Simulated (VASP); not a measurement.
# ZnS (P6_3mc) in VASP: a series of runs

ZnS is run at these levels: revPBE+D4, RPBE+D3(BJ), PBE exchange alone; tasks: single point, relaxation of cell and atoms.

All numbers are computed with VASP 6.6.1; they aren't measurements. Logs are shortened: lines on timing, memory, paths and dates and some standing lists are left out, and cuts for length are marked.

**Experimental background.**

From a printed reference work, monograph, for a bulk crystal of ZnS at 4 K: band gap 3.911 eV (direct).

The runs below are set against these values where they give the same quantity.

### Step 1. The cell of the first run

Symmetry: P6_3mc, No. 186, hexagonal system. Conventional cell: a = 3.786 Å, b = 3.786 Å, c = 18.585 Å, α = 90.00°, β = 90.00°, γ = 120.00°. Zn (site symmetry 3m) has 4 S at 2.32 Å within 3.1 Å. Zn (site symmetry 3m) has 4 S at 2.32 Å within 3.1 Å. Within 3.1 Å of Zn (site symmetry 3m) lie 4 S at 2.32 Å. S (site symmetry 3m) has 4 Zn at 2.32 Å within 3.1 Å. Within 3.1 Å of S (site symmetry 3m) lie 4 Zn at 2.32 Å. Within 3.1 Å of S (site symmetry 3m) lie 4 Zn at 2.32 Å.

### Step 2. Single point, revPBE+D4

The input, INCAR:

```
SYSTEM = ZnS
PREC = Accurate
ENCUT = 520
EDIFF = 1E-7
ISMEAR = -1
SIGMA = 0.05
LREAL = .False.
LASPH = .True.
NELM = 60
ALGO = Normal
ISIF = 2
LWAVE = .False.
LCHARG = .False.
GGA = RE
IVDW = 13
NBANDS = 66
```

The input, KPOINTS:

```
Automatic mesh
0
Gamma
  8 8 2
  0 0 0
```

The input, POSCAR:

```
ZnS
1.0
    3.7856022766      0.0000000000      0.0000000000
   -1.8928011383      3.2784277402      0.0000000000
    0.0000000000      0.0000000000     18.5845571767
Zn S
6 6
Direct
    0.3333333333      0.6666666667      0.8332762732
    0.6666666667      0.3333333333      0.3332762732
    0.6666666667      0.3333333333      0.6668729264
    0.3333333333      0.6666666667      0.1668729264
    0.0000000000      0.0000000000      0.5000546445
    0.0000000000      0.0000000000      0.0000546445
    0.3333333333      0.6666666667      0.9580726146
    0.6666666667      0.3333333333      0.4580726146
    0.6666666667      0.3333333333      0.7916314213
    0.3333333333      0.6666666667      0.2916314213
    0.0000000000      0.0000000000      0.6250921202
    0.0000000000      0.0000000000      0.1250921202
```

Potentials or basis: VASP PAW PBE potentials, release 64 (Zn, S).

Run with:

```console
$ cat potpaw_PBE.64/Zn/POTCAR potpaw_PBE.64/S/POTCAR > POTCAR
$ mpirun -np 1 vasp_std > vasp.out
```

OUTCAR:

```text
SYSTEM = ZnS
   PREC = Accurate
   ENCUT = 520
   EDIFF = 1E-7
   ISMEAR = -1
   LREAL = .False.
   LASPH = .True.
   NELM = 60
   ISIF = 2
   GGA = RE
   IVDW = 13

 ion  position               nearest neighbor table
   1  0.333  0.667  0.833-   9 2.32   9 2.32   9 2.32   7 2.32
   2  0.667  0.333  0.333-  10 2.32  10 2.32  10 2.32   8 2.32
   3  0.667  0.333  0.667-   9 2.32  11 2.32  11 2.32  11 2.32
   4  0.333  0.667  0.167-  10 2.32  12 2.32  12 2.32  12 2.32
   5  0.000  0.000  0.500-   8 2.32   8 2.32   8 2.32  11 2.32
   6  0.000  0.000  0.000-   7 2.32   7 2.32   7 2.32  12 2.32
   7  0.333  0.667  0.958-   1 2.32   6 2.32   6 2.32   6 2.32
   8  0.667  0.333  0.458-   2 2.32   5 2.32   5 2.32   5 2.32
   9  0.667  0.333  0.792-   3 2.32   1 2.32   1 2.32   1 2.32
  10  0.333  0.667  0.292-   4 2.32   2 2.32   2 2.32   2 2.32
  11  0.000  0.000  0.625-   3 2.32   3 2.32   3 2.32   5 2.32
  12  0.000  0.000  0.125-   4 2.32   4 2.32   4 2.32   6 2.32

  LATTYP: Found a hexagonal cell.
 ALAT       =     3.7856022766
 C/A-ratio  =     4.9092735630

  Lattice vectors:

 A1 = (   3.7856022766,   0.0000000000,   0.0000000000)
 A2 = (  -1.8928011383,   3.2784277402,   0.0000000000)
 A3 = (   0.0000000000,   0.0000000000,  18.5845571767)

Analysis of symmetry for initial positions (statically):
=====================================================================
 Subroutine PRICEL returns:
 Original cell was already a primitive cell.

 Routine SETGRP: Setting up the symmetry group for a
 hexagonal supercell.

 Subroutine GETGRP returns: Found 12 space group operations
 (whereof  6 operations were pure point group operations)
 out of a pool of 24 trial point group operations.

The static configuration has the point symmetry C_3v.
 The point group associated with its full space group is C_6v.

Analysis of symmetry for dynamics (positions and initial velocities):
=====================================================================
 Subroutine PRICEL returns:
 Original cell was already a primitive cell.

 Routine SETGRP: Setting up the symmetry group for a
 hexagonal supercell.

 Subroutine GETGRP returns: Found 12 space group operations
 (whereof  6 operations were pure point group operations)
 out of a pool of 24 trial point group operations.

The dynamic configuration has the point symmetry C_3v.
 The point group associated with its full space group is C_6v.

 Subroutine INISYM returns: Found 12 space group operations
 (whereof  6 operations are pure point group operations),
 and found     1 'primitive' translations

----------------------------------------------------------------------------------------

                                     Primitive cell

  volume of cell :     230.6497

  direct lattice vectors                    reciprocal lattice vectors
     3.785602277  0.000000000  0.000000000     0.264158759  0.152512131  0.000000000
    -1.892801138  3.278427740  0.000000000     0.000000000  0.305024261  0.000000000
     0.000000000  0.000000000 18.584557177     0.000000000  0.000000000  0.053808116

  length of vectors
     3.785602277  3.785602277 18.584557177     0.305024261  0.305024261  0.053808116

  position of ions in fractional coordinates (direct lattice)
     0.333333333  0.666666667  0.833276273
     0.666666667  0.333333333  0.333276273
     0.666666667  0.333333333  0.666872926
     0.333333333  0.666666667  0.166872926
     0.000000000  0.000000000  0.500054644
     0.000000000  0.000000000  0.000054644
     0.333333333  0.666666667  0.958072615
     0.666666667  0.333333333  0.458072615
     0.666666667  0.333333333  0.791631421
     0.333333333  0.666666667  0.291631421
     0.000000000  0.000000000  0.625092120
     0.000000000  0.000000000  0.125092120

  ion indices of the primitive-cell ions
   primitive index   ion index
                 1           1
                 2           2
                 3           3
                 4           4
                 5           5
                 6           6
                 7           7
                 8           8
                 9           9
                10          10
                11          11
                12          12

----------------------------------------------------------------------------------------

 KPOINTS: Automatic mesh

Automatic generation of k-mesh.
 Grid dimensions read from file:
 generate k-points for:    8    8    2

 Generating k-lattice:

  Cartesian coordinates                     Fractional coordinates (reciprocal lattice)
     0.033019845  0.019064016  0.000000000     0.125000000  0.000000000  0.000000000
     0.000000000  0.038128033  0.000000000     0.000000000  0.125000000  0.000000000
     0.000000000  0.000000000  0.026904058     0.000000000  0.000000000  0.500000000

  Length of vectors
     0.038128033  0.038128033  0.026904058

  Shift w.r.t. Gamma in fractional coordinates (k-lattice)
     0.000000000  0.000000000  0.000000000

 Subroutine IBZKPT returns following result:
 ===========================================

 Found     20 irreducible k-points:

 Following reciprocal coordinates:
            Coordinates               Weight
  0.000000  0.000000  0.000000      1.000000
  0.125000 -0.000000  0.000000      6.000000
  0.250000 -0.000000  0.000000      6.000000
  0.375000 -0.000000  0.000000      6.000000
  0.500000 -0.000000  0.000000      3.000000
  0.125000  0.125000  0.000000      6.000000
[... 12 lines left out ...]
  0.250000  0.250000  0.500000      6.000000
  0.375000  0.250000  0.500000      6.000000
   k-points           NKPTS =     20   k-points in BZ     NKDIM =     20   number of bands    NBANDS=     66
   number of dos      NEDOS =    301   number of ions     NIONS =     12
   total plane-waves  NPLWV = 109760
   dimension x,y,z NGX =    28 NGY =   28 NGZ =  140
   dimension x,y,z NGXF=    56 NGYF=   56 NGZF=  280
   ions per type =               6   6
   NGX,Y,Z   is equivalent  to a cutoff of  12.30, 12.30, 12.52 a.u.
   NGXF,Y,Z  is equivalent  to a cutoff of  24.59, 24.59, 25.05 a.u.
 SYSTEM =  ZnS
   PREC   = accura    normal or accurate (medium, high low for compatibility)
   ISTART =      0    job   : 0-new  1-cont  2-samecut
   ICHARG =      2    charge: 1-file 2-atom 10-const
   ISPIN  =      1    spin polarized calculation?
   LNONCOLLINEAR =      F non collinear calculations
   LSORBIT =      F    spin-orbit coupling
   LASPH  =      T    aspherical Exc in radial PAW
   ENCUT  =  520.0 eV  38.22 Ry    6.18 a.u.   7.04  7.04 34.55*2*pi/ulx,y,z
   NELM   =     60;   NELMIN=  2; NELMDL= -5     # of ELM steps
   EDIFF  = 0.1E-06   stopping-criterion for ELM
   LREAL  =      F    real-space projection
   EDIFFG = 0.1E-05   stopping-criterion for IOM
   NSW    =      0    number of steps for IOM
   IBRION =     -1    ionic relax: 0-MD 1-quasi-New 2-CG
   NFREE  =      0    steps in history (QN), initial steepest desc. (CG)
   ISIF   =      2    stress and relaxation
   ISYM   =      2    0-nonsym 1-usesym 2-fastsym
   POTIM  = 0.5000    time-step for ionic-motion
   TEBEG  =    0.0;   TEEND  =   0.0 temperature during run
   PSTRESS=    0.0 pullay stress
   NELECT =     108.0000    total number of electrons
   NUPDOWN=      -1.0000    fix difference up-down
   EMIN   =  10.00;   EMAX   =-10.00  energy-range for DOS
   EFERMI =   0.00;   METHOD = LEGACY
   ISMEAR =    -1;   SIGMA  =   0.05  broadening in eV -4-tet -1-fermi 0-gaus
   EFERMI_NEDOS =   21; number of points for ismear=-14 and -15
   IALGO  =     38    algorithm
   IMIX   =      4    mixing-type and parameters
     AMIX     =   0.40;   BMIX     =  1.00
     AMIX_MAG =   1.60;   BMIX_MAG =  1.00
  volume/ion in A,a.u.               =      19.22       129.71
  Fermi-wavevector in a.u.,A,eV,Ry     =   1.271252  2.402319 21.988142  1.616083
  Thomas-Fermi vector in A             =   2.404196
   LORBIT       =      0    0 simple, 1 ext, 2 COOP (PROOUT), +10 PAW based schemes
   GGA     = RE    functional components
   LHFCALC =     F    Hartree Fock is set to
   AEXX    =    0.0000 exact exchange contribution
   IVDW    =    13    specifies the selected vdW correction
   LEPSILON=     F    determine dielectric tensor
   LRPA    =     F    only Hartree local field effects (RPA)
 non-spin polarized calculation
  energy-cutoff  :      520.00
  volume of cell :      230.65
 maximum number of plane-waves:      6238
   NGX = 15   NGY = 15   NGZ = 69

 number of electron     107.9999996 magnetization

 Free energy of the ion-electron system (eV)
  ---------------------------------------------------
  ext. energy  EPLUGINS =         0.00000000
  ---------------------------------------------------
  free energy    TOTEN  =       -37.38743771 eV

  energy without entropy =      -37.38743771  energy(sigma->0) =      -37.38743771

 E-fermi :   3.4741     XC(G=0):  -9.5937

 val. band max:        2.4423802574   @ k =   0.0000   0.0000   0.0000
 cond. band min:       4.8157086122   @ k =   0.0000   0.0000   0.0000
 fundamental gap:      2.3733283548
 Fermi energy:         3.4741033135

 k-point     1 :       0.0000    0.0000    0.0000
  band No.  band energies     occupation
      1     -10.8816      2.00000
      2     -10.6760      2.00000
      3     -10.6654      2.00000
      4     -10.1971      2.00000
      5     -10.1860      2.00000
      6      -9.9136      2.00000
[... 58 lines left out ...]
     65       8.9026      0.00000
     66       9.0555      0.00000

 k-point     2 :       0.1250   -0.0000    0.0000
  band No.  band energies     occupation
      1     -10.7732      2.00000
      2     -10.5759      2.00000
      3     -10.5656      2.00000
      4     -10.1204      2.00000
      5     -10.1091      2.00000
      6      -9.8535      2.00000
[... 1300 lines left out ...]
     65       9.1705      0.00000
     66       9.1705      0.00000

------------------------ aborting loop because EDIFF is reached ----------------------------------------

  DFT-D4 for vdW energy calculation

  Edisp (eV):   -6.86114

  FORCE on cell =-STRESS in cart. coord.  units (eV):
  Direction    XX          YY          ZZ          XY          YZ          ZX
  --------------------------------------------------------------------------------------
  -------------------------------------------------------------------------------------
  Total       0.19438     0.19438     0.19576     0.00000     0.00000     0.00000
  in kB       1.35022     1.35022     1.35985     0.00000     0.00000     0.00000
  external pressure =        1.35 kB  Pullay stress =        0.00 kB

 VOLUME and BASIS-vectors are now :
 -----------------------------------------------------------------------------
  energy-cutoff  :      520.00
  volume of cell :      230.65
      direct lattice vectors                 reciprocal lattice vectors
     3.785602277  0.000000000  0.000000000     0.264158759  0.152512131  0.000000000
    -1.892801138  3.278427740  0.000000000     0.000000000  0.305024261  0.000000000
     0.000000000  0.000000000 18.584557177     0.000000000  0.000000000  0.053808116

 POSITION                                       TOTAL-FORCE (eV/Angst)
 -----------------------------------------------------------------------------------
     -0.00000      2.18562     15.48607         0.000000      0.000000     -0.004263
      1.89280      1.09281      6.19379        -0.000000      0.000000     -0.004263
      1.89280      1.09281     12.39354         0.000000      0.000000      0.000539
     -0.00000      2.18562      3.10126         0.000000      0.000000      0.000539
      0.00000      0.00000      9.29329         0.000000      0.000000     -0.003491
      0.00000      0.00000      0.00102        -0.000000      0.000000     -0.003491
     -0.00000      2.18562     17.80536         0.000000     -0.000000      0.001989
      1.89280      1.09281      8.51308         0.000000      0.000000      0.001989
      1.89280      1.09281     14.71212         0.000000      0.000000      0.002238
     -0.00000      2.18562      5.41984        -0.000000     -0.000000      0.002238
      0.00000      0.00000     11.61706        -0.000000      0.000000      0.002989
      0.00000      0.00000      2.32478        -0.000000     -0.000000      0.002989
 -----------------------------------------------------------------------------------
    total drift:                               -0.000002     -0.000004     -0.000381

  FREE ENERGIE OF THE ION-ELECTRON SYSTEM (eV)
  ---------------------------------------------------
  free  energy   TOTEN  =       -44.2485788168 eV

  energy  without entropy=      -44.2485788167  energy(sigma->0) =      -44.24857882
```

Wall time 40 min (1 thread of Intel Xeon 8259CL, shared host); peak memory 0.46 GiB.

Results:

```yaml
Free_energy: -44.2486 eV
Pressure: 0.1 GPa
Largest_force: 0.004 eV/Å
Band_gap_on_the_k_mesh: 2.37 eV
Dispersion_energy_per_atom: -0.572 eV
```

Forces on the atoms (eV/Å):
```
Zn   0.000  0.000 -0.004
Zn   0.000  0.000 -0.004
Zn   0.000  0.000  0.001
Zn   0.000  0.000  0.001
Zn   0.000  0.000 -0.003
Zn   0.000  0.000 -0.003
S    0.000  0.000  0.002
S    0.000  0.000  0.002
S    0.000  0.000  0.002
S    0.000  0.000  0.002
S    0.000  0.000  0.003
S    0.000  0.000  0.003
```

Caveat: the PAW data sets were made with another functional, which shifts forces and pressure a little.

[end of part 1 of 2]
